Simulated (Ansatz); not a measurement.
## Comparing deformations in InP

These are results of DFT r2SCAN, scalar-relativistic, plane waves, PAW in Ansatz 0.2.0, not measurements. The runs took a 500 eV cutoff, a Γ-centred 8×8×8 mesh and Gaussian smearing (0.05 eV). No spin polarisation. Energies are free energies at this smearing, counted from the undisturbed cell; pressure is positive in compression.

Zero of the scan (relaxed at this level):

```yaml
crystal:
  lattice:
    - [0.00000, 2.95357, 2.95357]
    - [2.95357, 0.00000, 2.95357]
    - [2.95357, 2.95357, 0.00000]
  atoms:
    - { symbol: In, position: [0.00000, 0.00000, 0.00000] }
    - { symbol: P, position: [0.75000, 0.75000, 0.75000] }
```

The cell is strained by ε times a Voigt pattern (xx, yy, zz, yz, xz, xy; engineering shear) with fractional coordinates fixed. τ = (1/V0) dE/dε comes from the stress tensor. Of each scan, only the three points used here are listed.

| pattern | ε | τ (GPa) |
| --- | --- | --- |
| (0, 0, 1, 0, 0, 0) | -0.0300 | -3.02 |
| (0, 0, 1, 0, 0, 0) | 0.0000 | 0.01 |
| (0, 0, 1, 0, 0, 0) | 0.0150 | 1.46 |
| (1, 1, 0, 0, 0, 0) | -0.0150 | -4.77 |
| (1, 1, 0, 0, 0, 0) | 0.0000 | 0.02 |
| (1, 1, 0, 0, 0, 0) | 0.0150 | 4.33 |

Which constants do the scans give, and which deformation costs least for the same size of strain tensor?

The slope dτ/dε at zero (parabola through three points) is pᵀCp: (0, 0, 1, 0, 0, 0) gives C11 = 98 GPa; (1, 1, 0, 0, 0, 0) gives 2(C11 + C12) = 303 GPa. The size of the strain tensor, ε:ε, is ε² times 1.0, 2.0. Per unit of it the stiffnesses are 98, 152 GPa, so (0, 0, 1, 0, 0, 0) is the softest of these: at ε:ε = (1 %)² the quadratic term costs 0.79 meV/atom against 1.22 for the stiffest.

What else follows for this cubic crystal?

From the unrounded slopes C11 = 98.0 and C12 = 53.7 GPa, so B = (C11 + 2 C12)/3 = 68 GPa and the Poisson ratio for a pull along a cube edge is C12/(C11 + C12) = 0.35.